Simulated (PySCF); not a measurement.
**How the functional moves excitation energies**

Species: C6H6O.
Cartesian coordinates in Å at the PBE0-D3(BJ)/def2-SVP level; atoms count from 1:
```xyz
13
C6H6O angstrom
O      2.3708   -0.2876    0.0443
C      1.0240   -0.1993    0.0313
C      0.2924   -1.3915   -0.0091
C     -1.0975   -1.3502   -0.0234
C     -1.7764   -0.1304    0.0020
C     -1.0440    1.0540    0.0419
C      0.3494    1.0256    0.0565
H      2.7460    0.5987    0.0714
H      0.8361   -2.3378   -0.0285
H     -1.6594   -2.2870   -0.0546
H     -2.8678   -0.1048   -0.0092
H     -1.5589    2.0176    0.0619
H      0.9201    1.9592    0.0873
```

Linear-response calculations in the def2-SVPD basis (PySCF; singlets by full response, triplets Tamm–Dancoff, core orbitals frozen in the response; HF means time-dependent Hartree–Fock). 'Strongest' is the level of largest summed f among the singlets computed (10 roots, of which the last may lack a degenerate partner); it can jump between rows when another state enters that window. S1 is the lowest singlet of each run and needn't be the same state throughout; f(S1) is that of one state. Geometry: PBE0-D3(BJ)/def2-SVP, one conformer, isolated molecule.

```json
{"functional": "LDA", "kind": "LDA", "S1 (eV)": "4.79", "f(S1)": "0.029", "strongest (eV)": "6.69", "T1 (eV)": "4.05", "HOMO (eV)": "-5.74", "gap (eV)": "4.27", "ionisation energy, ΔSCF (eV)": "8.68"}
{"functional": "PBE", "kind": "GGA", "S1 (eV)": "4.81", "f(S1)": "0.028", "strongest (eV)": "6.70", "T1 (eV)": "4.00", "HOMO (eV)": "-5.54", "gap (eV)": "4.32", "ionisation energy, ΔSCF (eV)": "8.42"}
{"functional": "B3LYP", "kind": "global hybrid, 20% exact exchange", "S1 (eV)": "5.06", "f(S1)": "0.031", "strongest (eV)": "6.86", "T1 (eV)": "4.06", "HOMO (eV)": "-6.37", "gap (eV)": "5.83", "ionisation energy, ΔSCF (eV)": "8.51"}
{"functional": "PBE0", "kind": "global hybrid, 25% exact exchange", "S1 (eV)": "5.15", "f(S1)": "0.033", "strongest (eV)": "6.96", "T1 (eV)": "4.01", "HOMO (eV)": "-6.58", "gap (eV)": "6.24", "ionisation energy, ΔSCF (eV)": "8.51"}
{"functional": "BHandHLYP", "kind": "global hybrid, 50% exact exchange", "S1 (eV)": "5.36", "f(S1)": "0.036", "strongest (eV)": "7.11", "T1 (eV)": "3.93", "HOMO (eV)": "-7.44", "gap (eV)": "8.10", "ionisation energy, ΔSCF (eV)": "8.41"}
{"functional": "CAM-B3LYP", "kind": "range-separated hybrid", "S1 (eV)": "5.18", "f(S1)": "0.032", "strongest (eV)": "6.98", "T1 (eV)": "4.02", "HOMO (eV)": "-7.79", "gap (eV)": "8.51", "ionisation energy, ΔSCF (eV)": "8.57"}
{"functional": "wB97X-D", "kind": "range-separated hybrid", "S1 (eV)": "5.20", "f(S1)": "0.033", "strongest (eV)": "7.01", "T1 (eV)": "4.14", "HOMO (eV)": "-8.33", "gap (eV)": "9.73", "ionisation energy, ΔSCF (eV)": "8.54"}
{"functional": "LC-wPBE", "kind": "range-separated hybrid", "S1 (eV)": "5.25", "f(S1)": "0.032", "strongest (eV)": "7.13", "T1 (eV)": "3.89", "HOMO (eV)": "-9.03", "gap (eV)": "10.79", "ionisation energy, ΔSCF (eV)": "8.64"}
{"functional": "HF", "kind": "Hartree–Fock", "S1 (eV)": "5.66", "f(S1)": "0.042", "strongest (eV)": "7.47", "T1 (eV)": "3.42", "HOMO (eV)": "-8.62", "gap (eV)": "11.24", "ionisation energy, ΔSCF (eV)": "not settled"}
```

S1 runs from 4.79 eV (LDA) to 5.66 eV (HF), a spread of 0.86 eV, while the orbital gap spreads over 7.0 eV. Along PBE (0%), B3LYP (20%), PBE0 (25%), BHandHLYP (50%), HF (100%) S1 rises with the share of exact exchange. −ε(HOMO) comes closest to its own ΔSCF ionisation energy with wB97X-D (-0.21 eV) and misses most with LDA (-2.94 eV). 'Not settled' means that the ion's SCF failed to converge or may have ended in another state than the lowest.
